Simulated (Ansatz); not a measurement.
# P (fcc type): the cost of one run

Computed with Ansatz 0.2.0 (DFT, PBE, all-electron LAPW, scalar-relativistic, unless a step's input says otherwise).

## (1) The system as given

The structure is cubic, space group Fm-3m (No. 225). Conventional cell: a = 3.716 Å, b = 3.716 Å, c = 3.716 Å, α = 90.00°, β = 90.00°, γ = 90.00°. P (site symmetry m-3m) has 12 P at 2.63 Å as nearest neighbours.

Structure file:

```
P
1.0
     0.00000    1.85782    1.85782
     1.85782    0.00000    1.85782
     1.85782    1.85782    0.00000
P
1
Direct
  0.00000 0.00000 0.00000
```

## (2) Fcc relaxed under pressure, LAPW

Input file input.yaml:

```yaml
crystal:
  lattice:
    - [0.0, 1.8578154646, 1.8578154646]
    - [1.8578154646, 0.0, 1.8578154646]
    - [1.8578154646, 1.8578154646, 0.0]
  atoms:
    - { symbol: P, position: [0.0, 0.0, 0.0] }
kpoints:
  mp_grid: { grid: [18, 18, 18] }
scf:
  occupations: { method: fermi_dirac, width: 0.05 }
hamiltonian:
  xc: pbe
  pseudopotentials: { kind: all_electron, lapw: { basis_error: 0.0005 } }
output:
  forces: true
  stress: true
  eigenvalues: true
relax:
  f_tol: 0.005
  max_steps: 12
  cell: { p_target: 15.0, stress_tol: 0.03 }
```

Started as:

```console
ansatz run input.yaml --threads 1 --pin off --max-ram 3584MiB --backend cpu --events-out ev --progress --plain --runs-dir out
```

Q: Estimate wall time and peak memory on 1 thread of Intel Xeon 6975P-C (Granite Rapids), shared host.

About 7.6 s, with a peak of 0.31 GiB.
